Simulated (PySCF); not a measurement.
**Static response to an electric field**

Compound: triethylammonium, C₆H₁₆N (charge +1).
Structure used (PBE0-D3(BJ)/def2-SVP), in Å, numbered top down from 1:
```xyz
23
C6H16N angstrom
C      2.5134   -0.2118   -0.2208
C      1.3599    0.1818    0.6713
N      0.0202   -0.0299    0.0223
C     -1.0440    0.8360    0.6351
C     -0.9659    2.2728    0.1754
C     -0.3739   -1.4803    0.0007
C     -1.3903   -1.7964   -1.0710
H      2.5139   -1.2799   -0.4820
H      3.4549   -0.0104    0.3092
H      2.5309    0.3809   -1.1488
H      1.3389   -0.3916    1.6099
H      1.4188    1.2464    0.9330
H      0.1164    0.2658   -0.9580
H     -2.0108    0.3943    0.3615
H     -0.9299    0.7369    1.7249
H     -1.7793    2.8406    0.6483
H     -0.0241    2.7658    0.4559
H     -1.1010    2.3583   -0.9144
H     -0.7420   -1.7122    1.0110
H      0.5473   -2.0560   -0.1583
H     -1.0067   -1.5639   -2.0769
H     -2.3474   -1.2748   -0.9274
H     -1.6047   -2.8741   -1.0481
```

Level: wB97X-D/def2-SVPD (PySCF), static field, nuclei fixed, core orbitals frozen in the response. The polarisability tensor in these axes (au):

```
x   81.16 -0.33  1.17
y   -0.33 80.12  3.49
z    1.17  3.49 69.47
```

Question: Diagonalise the tensor; give its mean and Δα, where Δα² is half the sum of the squared differences of the eigenvalues.

Answer: Principal values 68.31, 81.16 and 81.28 au; mean 76.92 au = 11.40 Å³ = 12.68 × 10⁻⁴⁰ C²·m²/J; Δα = 12.91 au (17 % of the mean).

Question: Form Σ f/ω² (atomic units) for the 10 lowest TDDFT singlets, given as eV and f, and set it beside the mean polarisability, which is this sum over all singlets: 10.00, 0.0073; 10.00, 0.0076; 10.46, 0.0312; 10.61, 0.0189; 10.61, 0.0193; 10.76, 0.0183; 10.76, 0.0195; 10.94, 0.0440; 11.03, 0.0270; 11.05, 0.0431.

Answer: They add up to 1.51 au, 2.0 % of the 76.92 au; the largest single term is 0.27 au, from the state at 10.94 eV. Terms in order: 0.05, 0.06, 0.21, 0.12, 0.13, 0.12, 0.12, 0.27, 0.16, 0.26 au. Higher excitations give the rest. The strengths listed sum to 0.236.

Question: Give the eigenvalues of the traceless quadrupole moment Θ = ½Σq(3rr − r²1), origin at the centre of nuclear charge.

Answer: -7.19, 3.56, 3.63 D·Å. The values depend on the origin, since the species is charged. The electronic extent ⟨r²⟩ about the same centre is 1027 bohr², a root-mean-square distance of 2.23 Å for the 58 electrons.

Question: What depolarisation ratio follows for Rayleigh scattering of linearly polarised light, taking the static tensor?

Answer: ρ = 3Δα²/(45ᾱ² + 4Δα²) = 500.0/(266230 + 666.6) = 0.00187.

One conformer (not necessarily the lowest) at the PBE0-D3(BJ)/def2-SVP geometry, without solvent, vibrations or thermal averaging.
